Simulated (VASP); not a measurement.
# CH₂F₂: convergence, relaxation of the atoms

CH₂F₂, molecule in box, 5 atoms in the cell. PBE, relaxation of the atoms; PAW potentials F, C, H (PBE set). VASP 6.6.1.

Wanted: energy within 1 meV/atom; two shortest distances of each atom within 0.01 Å.

POSCAR:
```
H2CF2
1.0
   12.0000000000      0.0000000000      0.0000000000
    0.0000000000     11.0000000000      0.0000000000
    0.0000000000      0.0000000000     11.0000000000
F C H
2 1 2
Direct
    0.4151570000      0.5248500000      0.5670390000
    0.5859540000      0.4917050000      0.5691240000
    0.5003450000      0.5044180000      0.4962910000
    0.4924100000      0.4176640000      0.4449650000
    0.5121260000      0.5798310000      0.4337940000
```

The series start from Force threshold EDIFFG (eV/Å): -0.02; Electronic threshold EDIFF (eV): 1e-6; Relaxation method: conjugate gradient, POTIM 0.5; Mixing and least electronic steps: default. Each series keeps the choices made before it, and each single choice may use up half of a tolerance.

## Force threshold EDIFFG (eV/Å)

| Force threshold EDIFFG (eV/Å) | Energy less reference (meV/atom) | Two shortest distances of each atom, largest deviation (Å) | Time (s) |
|---|---|---|---|
| -0.1 | 0.8 | 0.011 | 40 |
| -0.05 | 0.6 | 0.002 | 43 |
| -0.03 | 0.6 | 0.002 | 42 |
| -0.02 | 0.6 | 0.001 | 50 |
| -0.01 | 0.1 | 0.000 | 102 |
| -0.005 | 0.0 | 0.000 | 176 |
| -0.002 (reference) | 0.0 | 0.000 | 181 |

Chosen: -0.01, the loosest value from which every tighter one stays within half of the tolerance.

## Electronic threshold EDIFF (eV)

| Electronic threshold EDIFF (eV) | Energy less reference (meV/atom) | Two shortest distances of each atom, largest deviation (Å) | Time (s) |
|---|---|---|---|
| 0.001 | 0.1 | 0.001 | 62 |
| 0.0001 | 0.0 | 0.001 | 111 |
| 1e-5 | 0.0 | 0.001 | 128 |
| 1e-6 | 0.1 | 0.000 | 102 |
| 1e-7 (reference) | 0.0 | 0.000 | 226 |

Chosen: 0.001.

## Relaxation method

| Relaxation method | Energy less reference (meV/atom) | Two shortest distances of each atom, largest deviation (Å) | Time (s) |
|---|---|---|---|
| conjugate gradient, POTIM 0.5 | 0.0 | 0.000 | 62 |
| conjugate gradient, POTIM 0.2 | 0.1 | 0.001 | 82 |
| conjugate gradient, POTIM 1.0 | 0.0 | 0.000 | 61 |
| quasi-Newton, POTIM 0.5 | 0.4 | 0.001 | 51 |
| quasi-Newton, POTIM 0.3, 10 steps kept | 0.5 | 0.001 | 38 |
| quasi-Newton, POTIM 0.5, at least 5 electronic steps | 0.1 | 0.001 | 163 |
| damped dynamics, POTIM 0.2, SMASS 0.4 | 0.1 | 0.001 | 57 |
| damped dynamics, POTIM 0.4, SMASS 0.8 | crashed | crashed | 2158 |
| velocity quench, POTIM 0.1 | no result | no result | 160 |

Chosen: quasi-Newton, POTIM 0.3, 10 steps kept, the fastest of those that stay within half of the tolerance.

VASP's message at the runs that stop: internal error in: us.F  at line: 1398 internal ERROR SETYLM_AUG: -19 15 416 101 -20 14 14 If you are not a developer, you should not encounter this problem. Please submit a bug report.

## Mixing and least electronic steps

| Mixing and least electronic steps | Energy less reference (meV/atom) | Two shortest distances of each atom, largest deviation (Å) | Time (s) |
|---|---|---|---|
| default | 0.0 | 0.000 | 38 |
| MAXMIX 40 | 0.0 | 0.000 | 34 |
| NELMIN 4 | -0.3 | 0.001 | 112 |
| NELMIN 4, MAXMIX 40 | 0.1 | 0.001 | 34 |
| ALGO Fast | 0.0 | 0.001 | 36 |

Chosen: MAXMIX 40; it saves 4.8 s of 38, so default would do nearly as well.

## All choices together

| Input | Energy less reference (meV/atom) | Two shortest distances of each atom, largest deviation (Å) | Time (s) |
|---|---|---|---|
| program defaults (naive) | 0.6 | 0.003 | 24 |
| chosen settings | 0.6 | 0.000 | 34 |
| reference settings throughout | 0.0 | 0.000 | 274 |

The tolerance is met.

## The input

INCAR:
```
SYSTEM = H2CF2
ALGO = Normal
EDIFF = 0.001
EDIFFG = -0.01
ENCUT = 400
IBRION = 1
ISIF = 2
ISMEAR = 0
ISYM = 0
KPAR = 1
LASPH = .True.
LCHARG = .False.
LREAL = .False.
LWAVE = .False.
MAXMIX = 40
NELM = 100
NFREE = 10
NSW = 150
POTIM = 0.3
PREC = Normal
SIGMA = 0.01
```

KPOINTS:
```
k-points
0
Gamma
  1 1 1
```

Commands:
```
cat potpaw_PBE.64/F/POTCAR potpaw_PBE.64/C/POTCAR potpaw_PBE.64/H/POTCAR > POTCAR
mpirun -np 4 vasp_gam > vasp.out
```

The naive input happens to agree within the tolerance here, in 24 s.

The chosen input took VASP 6.6.1 34 s on 4 cores (Intel Xeon 6975P-C (Granite Rapids)), a shared host.

## An input that fails: no relaxation method typed, so the run becomes molecular dynamics without a time step

VASP's message: Fatal error! IBRION=0, but no entry for POTIM on file INCAR. MUST be specified!.

Changes against the starting input:
```
- IBRION = 2
- POTIM = 0.5
```
